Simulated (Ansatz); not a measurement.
# Cu2O: enthalpy under pressure, worked through

Theory: Ansatz, DFT PBEsol, scalar-relativistic, plane waves, PAW. (420 eV cutoff, 8×8×8 k-mesh, Gaussian smearing of 0.02 eV, no spin polarisation)

Reference structure (relaxed):

```
Cu O
1.0
     4.22235    0.00000    0.00000
     0.00000    4.22235    0.00000
     0.00000    0.00000    4.22235
Cu O
4 2
Direct
  0.25000 0.25000 0.25000
  0.25000 0.75000 0.75000
  0.75000 0.75000 0.25000
  0.75000 0.25000 0.75000
  0.00000 0.00000 0.00000
  0.50000 0.50000 0.50000
```

Cell and atoms were relaxed at each target pressure within the start's symmetry (Pn-3m), at zero temperature; other phases can be more stable under pressure. H = E + PV with P the target; E is the free energy at the smearing used, whose derivative the pressure is, per atom and counted from zero pressure. The mesh named is that at zero pressure; some other pressures ran on another.

```
P (GPa) V (Å³/atom) E − E0 (meV) H − H0 (meV)
      0       12.546           0.0           0.0
      1       12.452           0.3          78.0
      4       12.187           4.5         308.8
     12       11.621          32.3         902.7
     25       10.929         110.6        1815.9
     50       10.023         317.5        3445.5
     90        9.094         714.6        5823.0
```

**Question.** Thermodynamics gives dH/dP = V along a relaxed path. Integrate V over P by the trapezoid rule and compare with the computed enthalpies.

**Answer.** With 1 eV/Å³ = 160.22 GPa, each step adds the mean volume times ΔP / 160.22:
| P (GPa) | ∫V dP (meV) | H − H0 (meV) | difference (meV) |
| --- | --- | --- | --- |
| 1 | 78.0 | 78.0 | 0.0 |
| 4 | 308.7 | 308.8 | -0.1 |
| 12 | 903.1 | 902.7 | 0.4 |
| 25 | 1817.9 | 1815.9 | 2.0 |
| 50 | 3452.6 | 3445.5 | 7.1 |
| 90 | 5839.0 | 5823.0 | 16.1 |

V(P) curves upward, so the trapezoid rule runs high; integrating a smooth curve through the same points (P as a polynomial of degree 4 in ln V) puts that excess at about 16.1 meV at 90 GPa, against the 16.1 meV found.

**Question.** At 90 GPa, how much of the enthalpy change is stored energy and how much is the PV term?

**Answer.** E rises by 715 meV/atom and PV is 90 × 9.094 / 160.22 = 5108 meV/atom, so PV makes 88 % of ΔH. So between rival structures at high pressure a small difference in volume can outweigh the difference in energy: 1 % of this volume is worth 51.1 meV/atom at this pressure.

**Question.** What bulk modulus do the lowest pressures give?

**Answer.** From the pressures that the runs reached, -1.01 GPa (12.645 Å³) and 1.01 GPa (12.452 Å³), B = −ΔP/Δln V = 2.02 / 0.0154 = 131 GPa, a mean over that range.

**Question.** The gap is 0.542 eV at -1.01 GPa and 0.579 eV at 1.01 GPa. What pressure coefficient and volume deformation potential follow?

**Answer.** dE_g/dP = 18.5 meV/GPa, and a_V = dE_g/d ln V = −B dE_g/dP = -2.41 eV. If the edges move to other points of the zone within the range, this is a mean of two slopes. Gaps are Kohn–Sham gaps over the whole zone.

Cu2O stiffens steadily on compression, with each further GPa removing less volume than the last. In this cuprite structure every atom sits on a site fixed by symmetry, so the linear O–Cu–O links can't buckle, nor the OCu4 tetrahedra rotate. Compression must shorten all Cu–O bonds together, against rapidly growing closed-shell repulsion.

The cell is smaller and the bulk modulus of 131 GPa higher than experiment gives. Both suggest some overbinding by the functional, and the absence of thermal softening adds to the difference.

The gap widens under pressure, probably because the conduction edge, with its Cu 4s and Cu–O antibonding character, rises faster than the mainly Cu 3d valence edge. Its size is far below the measured gap, as expected from a semilocal functional that places the filled 3d states too high and lacks the derivative discontinuity. The sign of the pressure coefficient is therefore more trustworthy than the gap itself. The slope around zero pressure doesn't establish how the gap behaves under strong compression.
